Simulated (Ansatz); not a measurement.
Levels at Γ against strain in AlAs

```
CELL_PARAMETERS angstrom
0.00000 2.83040 2.83040
2.83040 0.00000 2.83040
2.83040 2.83040 0.00000
ATOMIC_POSITIONS crystal
Al 0.00000 0.00000 0.00000
As 0.75000 0.75000 0.75000
```

Atoms are numbered in the order listed.

The cell is COD entry 1540257, as deposited and not checked against the literature; nothing was relaxed.

The calculation used DFT, PBE, all-electron LAPW, scalar-relativistic (Ansatz 0.2.0).

Numerical set-up: a Γ-centred 10×10×10 k mesh, Fermi–Dirac smearing of 0.05 eV, basis error target 0.5 meV/atom, no spin polarisation.

The cell is scaled evenly. Fractional coordinates are held (clamped ions).

Only quantities that a quadratic follows smoothly over the whole series are listed; rougher ones are left out.

| ln(V/Vcell) | direct gap at Γ (eV) | smallest gap on mesh and path (eV) |
| --- | --- | --- |
| -0.0619 | 2.552 | 1.331 |
| -0.0101 | 2.133 | 1.426 |
| 0.0000 | 2.053 | 1.444 |
| 0.0100 | 1.975 | 1.461 |
| 0.0392 | 1.747 | 1.509 |

Fit the series and give the slopes at zero strain.

Least-squares fits y = p0 + p1 x + p2 x² to the rows give direct gap at Γ (eV): p1 = -7.9, p2 = 2.5; smallest gap on mesh and path (eV): p1 = 1.73, p2 = -1.6. So dEg/dln V = -7.9 eV for the direct gap at Γ, which isn't the fundamental gap here: that one has dEg/dln V = 1.7 eV. Semilocal gaps are too small, but their slopes carry over better.

One run, at ln(V/Vcell) = -0.0408, is withheld. Predict its row.

The fits give 2.380, 1.371; the run gave 2.380, 1.371.
